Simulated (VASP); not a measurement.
# AlFe: energy at fixed spin moment

AlFe, Pm-3m (no. 221), 2 atoms in the cell. PBE, fixed spin moment; PAW potentials Fe, Al (PBE set).

Volume against the source cell: 1.

## Input

INCAR.step1:
```
PREC = Accurate
ENCUT = 450
EDIFF = 1E-7
NELM = 200
ALGO = Normal
ISMEAR = 1
SIGMA = 0.1
LREAL = F
LASPH = T
LMAXMIX = 4
LORBIT = 11
LWAVE = F
LCHARG = F
GGA = PE
ISPIN = 2
ISIF = 2
NUPDOWN = 0.0
MAGMOM = 0 0
```

INCAR.step2, as INCAR.step1 but for:
```
- NUPDOWN = 0.0
- MAGMOM = 0 0
+ NUPDOWN = 0.38
+ MAGMOM = 0.375 0
```

INCAR.step3 to INCAR.step9 change the same tags again: MAGMOM = 0.75 0, 1.125 0, 1.5 0, 1.875 0, 2.25 0, 2.625 0, 3 0; NUPDOWN = 0.75, 1.12, 1.5, 1.88, 2.25, 2.62, 3.0.

INCAR.step10, as INCAR.step9 but for:
```
- NUPDOWN = 3.0
```

KPOINTS:
```
k-points
0
Gamma
  14 14 14
```

POSCAR:
```
AlFe
1.0
    2.9100000000      0.0000000000      0.0000000000
    0.0000000000      2.9100000000      0.0000000000
    0.0000000000      0.0000000000      2.9100000000
Fe Al
1 1
Direct
    0.5000000000      0.5000000000      0.5000000000
    0.0000000000      0.0000000000      0.0000000000
```

Commands (each step's output is kept before the next begins):
```
cat potpaw_PBE.64/Fe/POTCAR potpaw_PBE.64/Al/POTCAR > POTCAR
cp INCAR.step1 INCAR
mpirun -np 4 vasp_std > vasp.out
rm WAVECAR CHG
cp INCAR.step2 INCAR
mpirun -np 4 vasp_std > vasp.out
rm WAVECAR CHG
cp INCAR.step3 INCAR
mpirun -np 4 vasp_std > vasp.out
rm WAVECAR CHG
cp INCAR.step4 INCAR
mpirun -np 4 vasp_std > vasp.out
rm WAVECAR CHG
cp INCAR.step5 INCAR
mpirun -np 4 vasp_std > vasp.out
rm WAVECAR CHG
cp INCAR.step6 INCAR
mpirun -np 4 vasp_std > vasp.out
rm WAVECAR CHG
cp INCAR.step7 INCAR
mpirun -np 4 vasp_std > vasp.out
rm WAVECAR CHG
cp INCAR.step8 INCAR
mpirun -np 4 vasp_std > vasp.out
rm WAVECAR CHG
cp INCAR.step9 INCAR
mpirun -np 4 vasp_std > vasp.out
rm WAVECAR CHG
cp INCAR.step10 INCAR
mpirun -np 4 vasp_std > vasp.out
```

## Result

- Moment at the minimum, by a parabola in the squared moment through the lowest point and its neighbours (muB per cell): 0.76
- Energy there by the same parabola, against the smallest moment (meV/atom): -20.0
- Moment left free (muB per cell): 0.68

Energy at fixed total moment:

| Moment (muB per cell) | Energy (meV/atom) | Pressure (GPa) |
|---|---|---|
| 0.00 | 0.0 | -7.2 |
| 0.38 | -8.2 | -6.8 |
| 0.75 | -20.0 | -6.0 |
| 1.12 | 8.3 | -3.7 |
| 1.50 | 43.3 | -0.3 |
| 1.88 | 80.3 | 3.4 |
| 2.25 | 138.7 | 7.3 |
| 2.62 | 244.1 | 11.5 |
| 3.00 | 443.8 | 16.6 |

VASP 6.6.1 took 357 s on 4 cores (AMD EPYC 7R43 (Zen 3)), a shared host.
